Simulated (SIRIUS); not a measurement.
# Al (Fm-3m) in SIRIUS: equation of state, part 2 of 2

SIRIUS 7.10.0.

### 4 Single point, PBE, 16.27 Å³/atom (volume scaled by 0.98)

File sirius.json:

```json
{
  "control": {
    "processing_unit": "cpu",
    "verbosity": 2,
    "num_bands_to_print": 7,
    "print_forces": true,
    "print_stress": true
  },
  "parameters": {
    "electronic_structure_method": "pseudopotential",
    "xc_functionals": ["XC_GGA_X_PBE", "XC_GGA_C_PBE"],
    "gk_cutoff": 6.4,
    "pw_cutoff": 12.8,
    "ngridk": [11, 11, 11],
    "shiftk": [0, 0, 0],
    "smearing": "fermi_dirac",
    "smearing_width": 0.0018374661,
    "num_bands": 7,
    "num_mag_dims": 0,
    "num_dft_iter": 100,
    "energy_tol": 1e-08,
    "density_tol": 1e-06
  },
  "iterative_solver": {
    "type": "davidson",
    "min_tolerance": 1e-10
  },
  "mixer": {
    "type": "anderson",
    "beta": 0.7,
    "max_history": 8
  },
  "settings": {
    "tol_ne": 1e-10
  },
  "unit_cell": {
    "lattice_vectors": [
      [0.0, 3.800646085586, 3.800646085586],
      [3.800646085586, 0.0, 3.800646085586],
      [3.800646085586, 3.800646085586, 0.0]
    ],
    "atom_coordinate_units": "lattice",
    "atom_types": ["Al"],
    "atom_files": {
      "Al": "Al.json"
    },
    "atoms": {
      "Al": [
        [0.0, 0.0, 0.0]
      ]
    }
  }
}
```

Potentials or basis: PseudoDojo 0.4.1 PBE standard (scalar relativistic).

Command:

```bash
$ upf_to_json Al.upf
$ OMP_NUM_THREADS=1 sirius.scf --input=sirius.json --output=out.json --task=0
```

Log:

```text
[info] SIRIUS version : 7.10.0
[info] number of MPI ranks           : 1
[info] MPI grid                      : 1 1
[info] maximum number of OMP threads : 1
[fft] FFT context for density and potential
[fft] =====================================
[fft]   comm size                             : 1
[fft]   plane wave cutoff                     : 12.8
[fft]   grid size                             : 24 24 24   total : 13824
[fft]   grid limits                           : -11 12   -11 12   -11 12
[fft]   number of G-vectors within the cutoff : 1920
[fft]   local number of G-vectors             : 1920
[fft]   number of G-shells                    : 132
[fft] FFT context for coarse grid
[fft] =====================================
[fft]   comm size                             : 1
[fft]   plane wave cutoff                     : 12.8
[fft]   grid size                             : 24 24 24   total : 13824
[fft]   grid limits                           : -11 12   -11 12   -11 12
[fft]   number of G-vectors within the cutoff : 1920
[fft]   local number of G-vectors             : 1920
[fft]   number of G-shells                    : 132
[unit cell] lattice vectors
[unit cell]   a1 :       0.0000000000      3.8006460856      3.8006460856
[unit cell]   a2 :       3.8006460856      0.0000000000      3.8006460856
[unit cell]   a3 :       3.8006460856      3.8006460856      0.0000000000
[unit cell] reciprocal lattice vectors
[unit cell]   b1 :      -0.8265943692      0.8265943692      0.8265943692
[unit cell]   b2 :       0.8265943692     -0.8265943692      0.8265943692
[unit cell]   b3 :       0.8265943692      0.8265943692     -0.8265943692
[unit cell] unit cell volume :       109.79998637 [a.u.^3]
[unit cell] 1/sqrt(omega)    :         0.09543306
[unit cell] MT volume        :         0.00000000 ( 0.00%)
[unit cell] IT volume        :       109.79998637 (100.00%)
[unit cell] number of atom types : 1
[unit cell] type id : 0 symbol : Al mt_radius :  18.750000 num_atoms : 1
[unit cell] total number of atoms : 1
[unit cell] number of symmetry classes : 1
[unit cell] number of PAW atoms : 0
[unit cell] atom id  type id  class id             position                      vector_field
[unit cell] ------------------------------------------------------------------------------------------
[unit cell]      0        0        0      0.00000   0.00000   0.00000      0.00000   0.00000   0.00000
[unit cell] atom id         position (Cartesian, a.u.)
[unit cell] ---------------------------------------------
[unit cell]      0       0.000000    0.000000    0.000000
[unit cell] class id : 0 atom id : 0
[unit cell] minimum bond length:     5.374925
[unit cell] total number of pseudo wave-functions: 4
[sym] space group number   : 225
[sym] international symbol : Fm-3m
[sym] Hall symbol          : -F 4 2 3
[sym] space group transformation matrix :
[sym]   0.0000  0.5000  0.5000
[sym]   0.5000  0.0000  0.5000
[sym]   0.5000  0.5000  0.0000
[sym] space group origin shift :
[sym]   0.0000  0.0000  0.0000
[sym] number of space group operations  : 48
[sym] number of magnetic group operations : 48
[sym] metric tensor error: 0.0000e+00
[sym] rotation matrix error: 3.3307e-16
[sym] symmetry operations
[... list of symmetry operations ...]
[atom type] label          : Al
[atom type] --------------------------------------------------------------------------------
[atom type] symbol         : Al
[atom type] name           :
[... 256 lines left out ...]
[diagonalize] average number of iterations: 1.5
[diagonalize] Lowest band energies
[diagonalize] ik:    0   -0.116135    0.763116    0.763116    0.821157    0.821157    0.821157    0.906104
[diagonalize] ik:    1   -0.107806    0.655827    0.740237    0.740237    0.844757    0.856721    0.856721
[diagonalize] ik:    2   -0.082902    0.520595    0.713545    0.713545    0.835777    0.886495    0.886495
[diagonalize] ik:    3   -0.041654    0.393402    0.698564    0.698564    0.827727    0.828499    0.828499
[diagonalize] ik:    4    0.015558    0.278114    0.697001    0.697001    0.775496    0.775496    0.830234
[diagonalize] ...
[diagonalize] ik:   51    0.213300    0.263595    0.319986    0.445928    0.664918    0.795604    1.098874
[diagonalize] ik:   52    0.101292    0.335766    0.390379    0.455930    0.785394    0.844628    0.903063
[diagonalize] ik:   53    0.172012    0.256461    0.379774    0.415914    0.820806    0.853864    0.941319
[diagonalize] ik:   54    0.193588    0.315317    0.317553    0.377892    0.765899    0.831686    0.980579
[diagonalize] ik:   55    0.244707    0.254056    0.307392    0.378449    0.812858    0.919024    0.926493
[find] Charges and magnetic moments
[find] --------------------------------------------------------------------------------
[find] total charge          : 3.000000
[find] Energy
[find] --------------------------------------------------------------------------------
[find] valence_eval_sum               :       0.39767422
[find] <rho|V^{XC}>                   :      -1.08947769
[find] <rho|E^{XC}>                   :      -1.08698399
[find] <mag|B^{XC}>                   :       0.00000000
[find] <rho|V^{H}>                    :       0.00739478
[find] one-electron contribution      :       1.47975713 (Ha),       2.95951426 (Ry)
[find] hartree contribution           :       0.00369739
[find] xc contribution                :      -1.08698399
[find] ewald contribution             :      -2.71425948
[find] PAW contribution               :       0.00000000
[find] smearing (-TS)                 :      -0.00014626
[find] SCF correction                 :      -0.00000000
[find] Total energy                   :      -2.31778896 (Ha),      -4.63557791 (Ry)
[find] Free energy (E-TS)             :      -2.31793522 (Ha),      -4.63587044 (Ry)
[find] band gap (eV)                  :       0.00000000
[find] Efermi                         :       0.29702897
[find] iteration : 12, RMS : 8.768607203607e-10, energy difference : -5.753619802817e-12
[find] Hartree energy of density residual : 8.038312634942e-16
[find] bands are converged : true
[find] iterative solver converged : true
[find] converged after 13 SCF iterations!
[find] Charges and magnetic moments
[find] --------------------------------------------------------------------------------
[find] total charge          : 3.000000
[find] Energy
[find] --------------------------------------------------------------------------------
[find] valence_eval_sum               :       0.39767422
[find] <rho|V^{XC}>                   :      -1.08947769
[find] <rho|E^{XC}>                   :      -1.08698399
[find] <mag|B^{XC}>                   :       0.00000000
[find] <rho|V^{H}>                    :       0.00739478
[find] one-electron contribution      :       1.47975713 (Ha),       2.95951426 (Ry)
[find] hartree contribution           :       0.00369739
[find] xc contribution                :      -1.08698399
[find] ewald contribution             :      -2.71425948
[find] PAW contribution               :       0.00000000
[find] smearing (-TS)                 :      -0.00014626
[find] SCF correction                 :      -0.00000000
[find] Total energy                   :      -2.31778896 (Ha),      -4.63557791 (Ry)
[find] Free energy (E-TS)             :      -2.31793522 (Ha),      -4.63587044 (Ry)
[find] band gap (eV)                  :       0.00000000
[find] Efermi                         :       0.29702897
[ground_state] === stress tensor components [kbar] ===
[ground_state] === stress_kin ===
[ground_state] -1538.970445    0.000000    0.000000
[ground_state]     0.000000-1538.970445   -0.000000
[ground_state]     0.000000   -0.000000-1538.970445
[ground_state] === stress_har ===
[ground_state]    -3.302396    0.000000    0.000000
[ground_state]     0.000000   -3.302396   -0.000000
[ground_state]     0.000000   -0.000000   -3.302396
[ground_state] === stress_ewald ===
[ground_state]  2424.294789   -0.000000   -0.000000
[ground_state]    -0.000000 2424.294789    0.000000
[ground_state]    -0.000000    0.000000 2424.294789
[ground_state] === stress_vloc ===
[ground_state]  -290.220904    0.000000   -0.000000
[ground_state]     0.000000 -290.220904   -0.000000
[ground_state]    -0.000000   -0.000000 -290.220904
[ground_state] === stress_xc ===
[ground_state]    10.021244   -0.000000   -0.000000
[ground_state]    -0.000000   10.021244    0.000000
[ground_state]    -0.000000    0.000000   10.021244
[ground_state] === stress_core ===
[ground_state]   788.616578   -0.000000    0.000000
[ground_state]    -0.000000  788.616578    0.000000
[ground_state]     0.000000    0.000000  788.616578
[ground_state] === stress_nonloc ===
[ground_state] -1400.049109    0.000000   -0.000000
[ground_state]     0.000000-1400.049109   -0.000000
[ground_state]    -0.000000   -0.000000-1400.049109
[ground_state] === stress_us_nl ===
[ground_state] -1400.049109    0.000000   -0.000000
[ground_state]     0.000000-1400.049109   -0.000000
[ground_state]    -0.000000   -0.000000-1400.049109
[ground_state] === stress_total ===
[ground_state]    -9.610242    0.000000    0.000000
[ground_state]     0.000000   -9.610242   -0.000000
[ground_state]     0.000000   -0.000000   -9.610242
[ground_state] ==== total Forces in Ha/bohr =====
[ground_state] atom:    0, force:       0.0000000      0.0000000      0.0000000
[ground_state] ==== ultrasoft contribution from Qij =====
[ground_state] atom:    0, force:       0.0000000      0.0000000      0.0000000
[ground_state] ==== non-local contribution from Beta-projector =====
[ground_state] atom:    0, force:       0.0000000      0.0000000      0.0000000
[ground_state] ==== contribution from local potential =====
[ground_state] atom:    0, force:       0.0000000      0.0000000      0.0000000
[ground_state] ==== contribution from core density =====
[ground_state] atom:    0, force:       0.0000000      0.0000000      0.0000000
[ground_state] ==== Ewald forces from ions =====
[ground_state] atom:    0, force:       0.0000000      0.0000000      0.0000000
[~DFT_ground_state] local op. applied: 13313
[~DFT_ground_state] evp. work count: 8694.36
[~DFT_ground_state] number of iterative solver steps: 2217
```

Wall time 4.8 s (1 thread of Arm Neoverse V2, shared host); peak memory 0.18 GiB.

Results:

```yaml
Free_energy: -63.0742 eV
Pressure: 1.0 GPa
Band_gap_on_the_k_mesh: none (metal or under the smearing width)
```

### 5 Single point, PBE, 16.93 Å³/atom (volume scaled by 1.02)

Edit sirius.json of step 4 so:

```diff
@@ -37,5 +37,5 @@
     "lattice_vectors": [
-      [0.0, 3.800646085586, 3.800646085586],
-      [3.800646085586, 0.0, 3.800646085586],
-      [3.800646085586, 3.800646085586, 0.0]
+      [0.0, 3.851667557494, 3.851667557494],
+      [3.851667557494, 0.0, 3.851667557494],
+      [3.851667557494, 3.851667557494, 0.0]
     ],
```

Command:

```bash
$ upf_to_json Al.upf
$ OMP_NUM_THREADS=1 sirius.scf --input=sirius.json --output=out.json --task=0
```

Run time: 5.2 s. Hardware: 1 thread of Arm Neoverse V2, shared host; peak memory 0.18 GiB.

Results (log left out):

```
Free energy            : -63.0716 eV
Pressure               : -2.1 GPa
Band gap on the k mesh : none (metal or under the smearing width)
```

### 6 Single point, PBE, 17.27 Å³/atom (volume scaled by 1.04)

Edit sirius.json of step 5 so:

```diff
@@ -37,5 +37,5 @@
     "lattice_vectors": [
-      [0.0, 3.851667557494, 3.851667557494],
-      [3.851667557494, 0.0, 3.851667557494],
-      [3.851667557494, 3.851667557494, 0.0]
+      [0.0, 3.876679086764, 3.876679086764],
+      [3.876679086764, 0.0, 3.876679086764],
+      [3.876679086764, 3.876679086764, 0.0]
     ],
```

Potentials or basis: PseudoDojo 0.4.1 PBE standard (scalar relativistic).

Command:

```bash
$ upf_to_json Al.upf
$ OMP_NUM_THREADS=1 sirius.scf --input=sirius.json --output=out.json --task=0
```

Run time: 5.5 s. Hardware: 1 thread of Arm Neoverse V2, shared host; peak memory 0.18 GiB.

Results (log left out):

```
Free energy            : -63.0659 eV
Pressure               : -3.4 GPa
Band gap on the k mesh : none (metal or under the smearing width)
```

### 7 Single point, PBE, 17.60 Å³/atom (volume scaled by 1.06)

Edit sirius.json of step 6 so:

```diff
@@ -37,5 +37,5 @@
     "lattice_vectors": [
-      [0.0, 3.876679086764, 3.876679086764],
-      [3.876679086764, 0.0, 3.876679086764],
-      [3.876679086764, 3.876679086764, 0.0]
+      [0.0, 3.901371975896, 3.901371975896],
+      [3.901371975896, 0.0, 3.901371975896],
+      [3.901371975896, 3.901371975896, 0.0]
     ],
```

Command:

```bash
$ upf_to_json Al.upf
$ OMP_NUM_THREADS=1 sirius.scf --input=sirius.json --output=out.json --task=0
```

It took 5.2 s on 1 thread of Arm Neoverse V2, shared host; peak memory 0.18 GiB.

It converged, with:

```
Free energy            : -63.0576 eV
Pressure               : -4.6 GPa
Band gap on the k mesh : none (metal or under the smearing width)
```

### 8 Equation of state, PBE

Potentials or basis: PseudoDojo 0.4.1 PBE standard (scalar relativistic).

No new run: the results of the series are fitted here.

Results:

* Equilibrium volume: 16.46 Å³/atom
* Bulk modulus: 80 GPa
* Pressure derivative of the bulk modulus: 4.5

Energy against volume, from the lowest point:
| volume (Å³/atom) | energy (meV/atom) |
| --- | --- |
| 15.607 | 11.94 |
| 15.939 | 4.13 |
| 16.271 | 0.29 |
| 16.603 | 0.00 |
| 16.935 | 2.90 |
| 17.267 | 8.64 |
| 17.599 | 16.93 |

### 9 How close it comes

Step 8. A measured bulk modulus of Al is 76.9 GPa (quoted in “The interpretation of polycrystalline coherent inelastic neutron scattering from aluminium”, 2013, pmc:3831299); the calculated 80 GPa misses it by +3.5 %. The fit is for a static lattice scaled at fixed shape and fixed fractional positions. The cell as given is a measured one (16.60 Å³/atom); PBE puts the equilibrium volume -0.8 % from it, thermal expansion not counted.
